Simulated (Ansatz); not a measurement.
The system is CdS.

```xyz
2
Lattice="0.0000 2.7532 2.7532 2.7532 0.0000 2.7532 2.7532 2.7532 0.0000" Properties=species:S:1:pos:R:3 pbc="T T T"
Cd    0.0000    0.0000    0.0000
S     2.7532    2.7532    2.7532
```

Measurements of this composition are mostly on another form, of space group No. 186.

```yaml
Program: Ansatz 0.2.0
Task: relaxation of cell and atoms
Functional: revPBE
Dispersion: D4
Potentials_or_basis: Ansatz PAW
Cutoff: "420 eV (not typed: the program's choice for these potentials)"
k_mesh: 8 × 8 × 8
Occupations: fermi-dirac, width 0.05 eV
Spin: no spin polarisation
```

At the start: volume 20.87 Å³/atom.

Where does the relaxation end?

It ends after 5 steps and the volume is 19.77 Å³/atom (-5.3 %); space group Fm-3m (No. 225, to 0.05 Å).

The path:
| step | energy change (eV) | largest force (eV/Å) | volume (Å³) |
| --- | --- | --- | --- |
| 1 | 0.0000 | 0.0000 | 41.74 |
| 2 | -0.0208 | 0.0000 | 38.43 |
| 3 | -0.0286 | 0.0000 | 39.65 |
| 4 | -0.0287 | 0.0000 | 39.54 |
| 5 | -0.0280 | 0.0000 | 39.54 |

Final structure:
```xyz
2
Lattice="0.0000 2.7039 2.7039 2.7039 0.0000 2.7039 2.7039 2.7039 0.0000" Properties=species:S:1:pos:R:3 pbc="T T T"
Cd    0.0000    0.0000    0.0000
S     2.7039    2.7039    2.7039
```

Caveat: the plane-wave basis is chosen anew once the cell has moved, so the energies of steps on either side of that aren't comparable; the PAW data sets come from PBE, with cores solved anew for the run's functional, which leaves a small shift of forces and pressure.
